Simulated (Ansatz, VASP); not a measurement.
# Cross-check of Si between VASP and Ansatz, part 2 of 2

One calculation is typed for both programs; each brings its own data sets and cutoff. How far apart do they land?

VASP 6.6.1 and Ansatz 0.2.0.

So far: The structure; VASP: zone-centre phonons, LDA.

### Step 3. Ansatz: zone-centre phonons, LDA

Level of this step: Ansatz beside VASP: Kohn-Sham DFT, plane waves, LDA (Ansatz).

Ansatz runs on its default PAW (the set named soft_2) files.

The same cell, functional (in two slightly different forms), mesh and smearing now go to Ansatz, which takes its cutoff from its data sets.

Input file input.yaml:

```yaml
crystal:
  lattice:
    - [3.8591089672, 0.0, 0.0]
    - [-1.9295544835, 3.342086402, 0.0]
    - [0.0, 0.0, 9.3068081828]
  atoms:
    - { symbol: Si, position: [0.0, 0.0, 0.4992810214] }
    - { symbol: Si, position: [0.66666667, 0.33333333, 0.8326143514] }
    - { symbol: Si, position: [0.33333333, 0.66666667, 0.1659476914] }
    - { symbol: Si, position: [0.0, 0.0, 0.7507189786] }
    - { symbol: Si, position: [0.66666667, 0.33333333, 0.0840523086] }
    - { symbol: Si, position: [0.33333333, 0.66666667, 0.4173856486] }
hamiltonian:
  xc: lda
  pseudopotentials: { kind: paw }
kpoints:
  mp_grid: { grid: [6, 6, 4] }
scf:
  occupations: { method: gaussian, width: 0.03 }
phonons:
  method: dfpt
  qpoints: [[0, 0, 0]]
```

The run is started by

```sh
$ ansatz run input.yaml --threads 4 --pin off --max-ram 9216MiB --backend cpu --events-out ev --progress --plain --runs-dir out
```

Numbers of over 12 decimals in the logs are rounded to 6 here.

Output:

```text
Engine: ansatz 0.2.0, aarch64-unknown-linux-gnu
Pseudopotentials: kind: paw
Pseudopotential: Si, paw, valence charge 4, recommended cutoff 420 eV (normal), Si.paw.azcp
Functional definition: SPW92
  exchange = slater_x
  correlation = pw_c
Crystal: 6 atoms, lattice volume = 120.034 Å³
Basis set: ecut = 420 eV, 2323 PW (Γ), exchange–correlation on 54×54×144 points (8 copies of the dense FFT grid, shifted against one another)
Bands: 18, of which v1, the nominal top of the filled ones, is band 12 counted from 1 (11 counted from 0)
Symmetry: 36 space group operations
k-points: 47 of 144 (irreducible under 2 space group operations, time reversal used)
Non-local potential: Si, projectors of the file, l = 0: 2, l = 1: 2, l = 2: 2
PAW form: soft (Blöchl's): semilocal exchange-correlation on the pseudo side does not see the compensation charge
PAW frozen core: Si, regenerated for the run's functional, and the local potential with it (the file was generated under x = pbe(κ = 0.804, μ = 0.219515), c = pbe(β = 0.066725))
PAW one-centre angular grid: Si, 110 points (default); XC on 64 Gauss nodes
Initial density: superposition of atomic densities (neutral atoms: chi_scale 0, normalization atom), corrected by the library's trained network
Initial wavefunctions: pseudopotential atomic-orbital guess
Functional: x = slater, c = lda
SCF iter   1: F=—  HF=-3651.839237 eV  |F-HF|=—  |Δ(HF+E_count)|=         —  Δρ=4.13e-3  dr2=1.22e-2  ethr=1.77e-3  ⟨swp⟩=7.1  Hψ=5418  notcnv=0
preconditioner: auto → Resta (q_TF=auto, 2.086 Å⁻¹)  ε∞=5.5  [insulator: Δε(μ)=0.442 eV  Ē_g=7.847 eV  σ=0.030 eV  W_gap=1.00  n_scr=24 (ndim 8)  ℏωp=16.6 eV  f_vac=0.000  D(μ)=0.00/eV (n_scr^D=0)  ε∞_Penn≈5.5]
SCF iter   2: F=—  HF=-3651.837700 eV  |F-HF|=—  |Δ(HF+E_count)|=   1.54e-3  Δρ=2.33e-3  dr2=4.00e-3  ethr=5.08e-5  ⟨swp⟩=1.4  Hψ=1292  notcnv=0  defer=17
SCF iter   3: F=—  HF=-3651.836828 eV  |F-HF|=—  |Δ(HF+E_count)|=   8.72e-4  Δρ=1.14e-4  dr2=2.00e-5  ethr=1.67e-5  ⟨swp⟩=2.0  Hψ=1292  notcnv=0  defer=17
SCF iter   4: F=—  HF=-3651.836826 eV  |F-HF|=—  |Δ(HF+E_count)|=   1.93e-6  Δρ=2.72e-5  dr2=7.95e-7  ethr=8.34e-8  ⟨swp⟩=2.1  Hψ=1335  notcnv=0  defer=17
SCF iter   5: F=—  HF=-3651.836835 eV  |F-HF|=—  |Δ(HF+E_count)|=   8.88e-6  Δρ=7.60e-6  dr2=5.42e-8  ethr=3.31e-9  ⟨swp⟩=1.4  Hψ=852  notcnv=0  defer=17
SCF iter   6: F=—  HF=-3651.836835 eV  |F-HF|=—  |Δ(HF+E_count)|=   3.04e-8  Δρ=3.44e-7  dr2=8.79e-11  ethr=2.26e-10  ⟨swp⟩=1.8  Hψ=1203  notcnv=0  defer=17
SCF iter   7: F=-3651.836835 eV  HF=-3651.836835 eV  |F-HF|=9.09e-13  |Δ(HF+E_count)|=  1.36e-11  Δρ=4.45e-8  dr2=1.36e-12  ethr=1.00e-12  ⟨swp⟩=10.0  Hψ=4584  notcnv=0
SCF 1 converged in 7 iterations: F = -3651.836835 eV  dr2 = 1.36e-12
  greatest PAW one-centre occupation: 0.639 electrons in one spin orbital (limit 2), on the Si atom at site 5 (counted from 0), in its partial waves of l = 0
DFPT response loops at Γ: preconditioner auto → Resta (q_TF=auto, 2.086 Å⁻¹)  ε∞=11.8 (no band partly filled); β = 1.00, the filter's whole step (`scf.mixing.beta` (0.50) is not read by the response loops at its default; to damp them type it under 1.00, their step now; it binds the ground state too); Broyden in place of MSR1
SCF converged after 7 iterations
Free energy (F): -3651.836835 eV
Harris-Foulkes:  -3651.836835 eV  (|F-HF|=9.09e-13)
Internal energy: -3651.836835 eV  (E = F + TS)
E sigma→0 (E₀):  -3651.836835 eV
Fermi energy:    6.371116 eV
--- Per-component energies (eV) ---
  E_band       = 23.724704
  E_kinetic    = 243.024696
  E_local      = -170.593932  (includes V_loc(G=0)·N_el)
  E_nonlocal   = 162.134614
  E_hartree    = 44.679318
  E_xc         = -328.877021
  E_vxc        = -282.847154  (∫ρ·V_xc dr)
  E_paw        = -2916.936308  (= ΣΔE_a)
  E_vpaw       = -17.352184  (= ΣTr[D̂ρ^β])
  E_aug_tail   = 0.000033  (compensation charges beyond the density's cutoff)
  E_ewald      = -685.774220
  E_core_change = 0.505984  (= ΣΔE_core)
  E_smearing   = -0.000000  (= −TS)
  E_closure    = 0.000000  (closes the sum)
  Σ components = -3651.836835   (vs F -3651.836835, Δ=0.00e0)
--- Band table (eV; the first three rows and the last of 47) ---
  k-point 0: bands = [... 8 lower, 4.9824, 6.0162, 6.0162, 6.1575, 7.5592, 7.5592, 8.5313, 8.5313, ... 2 higher]
  k-point 1: bands = [... 8 lower, 5.2279, 5.3103, 5.8648, 5.8648, 7.3820, 7.8430, 8.5322, 8.7523, ... 2 higher]
  k-point 2: bands = [... 8 lower, 5.5459, 5.5459, 5.5459, 5.5459, 7.3222, 8.1994, 8.1994, 9.2019, ... 2 higher]
  k-point 46: bands = [... 8 lower, 3.0883, 3.1831, 3.5629, 4.7809, 7.2111, 8.5402, 8.6644, 9.1752, ... 2 higher]
--- Phonons (Γ-DFPT): 2 representative perturbations + reference, on 47 of 144 k-points (Σ response iterations 6) ---
  k mesh reduced under 2 symmetry operations, with k and −k counted as one. Each operation leaves every solved perturbation unchanged. A smaller set is not used because it would not reduce the number of displacements times k-points to solve
  ASR residual: 7.749e-6 → 0.000e0 eV/Å²; symmetrization residual: 3.574e-6 eV/Å²
  ASR residual per site (eV/Å²): 7.75e-6 7.75e-6 7.75e-6 7.75e-6 7.75e-6 7.75e-6
  Γ frequencies (cm⁻¹): 0.00 0.00 0.00 99.84 99.84 99.84 99.84 287.60 287.60 456.91 456.91 482.81 482.81 482.81 482.81 504.52 504.52 508.57
  non-analytic LO–TO correction: not included (Born effective charges unavailable; polar crystals: no LO–TO splitting at Γ)
--- Phonons (arbitrary-q DFPT): 1 explicit q-point ---
  q = [0, 0, 0] (of the zone-centre solve; hermiticity 3.95e-7, symmetrization 1.37e-7): -0.00 0.00 0.00 99.84 99.84 99.84 99.84 287.60 287.60 456.91 456.91 482.81 482.81 482.81 482.81 504.52 504.52 508.57
  sum rule: each row above includes the acoustic sum rule's correction from the zone centre's row sums; it moved no ω² by more than (0.27 cm⁻¹)²
```

It took 6.9 s on 4 threads of Arm Neoverse V1, shared host; peak memory 0.66 GiB.

In the SCF lines HF is the Harris–Foulkes energy and dr2 the Hartree energy of the density residual, in eV; the loop may stop once dr2 is under the threshold and the program's other checks hold. Hψ counts applications of the Hamiltonian.

### Step 4. Comparison

Known differences besides the PAW data sets themselves: the two LDA forms differ slightly; the cutoff is 420 eV in Ansatz and 500 eV in VASP; Ansatz makes its cores anew for this functional, VASP keeps those of its LDA data sets; VASP uses finite displacements, Ansatz perturbation theory. Total energies have different zeros and are not compared.

The two programs side by side:

| quantity | Ansatz | VASP | difference |
| --- | --- | --- | --- |
| mode 4 to 7 (cm⁻¹) | 99.8 | 99.9 | -0.10 % |
| mode 8 to 9 (cm⁻¹) | 287.6 | 288.2 | -0.20 % |
| mode 10 to 11 (cm⁻¹) | 456.9 | 457.3 | -0.08 % |
| mode 12 to 15 (cm⁻¹) | 482.8 | 483.0 | -0.03 % |
| mode 16 to 17 (cm⁻¹) | 504.5 | 504.4 | +0.02 % |
| mode 18 (cm⁻¹) | 508.6 | 508.6 | +0.00 % |

### Step 5. Summary of results

```yaml
difference_in_mode_8_to_9_zone_centre_phonons_lda: -0.20 %
```

**Reading.** The difference in mode 8 to 9 is -0.20 % (zone-centre phonons, LDA), within the 3 % picked in this series as the mark of a large difference. How closely two codes agree says nothing of how well the functional describes the real material.

[Lines on the potential files, build, host, timing and source positions are cut from VASP's logs without a mark.]

[Logs are printed without paths, hosts, clocks, repeated set-up lines and the standing remarks that a program may print on its own settings, such as how far it seeks lower states.]

[Hosts, paths, dates, database ids (printed as entryN), source tags and the programs' standing remarks are cut or masked in the printed files.]
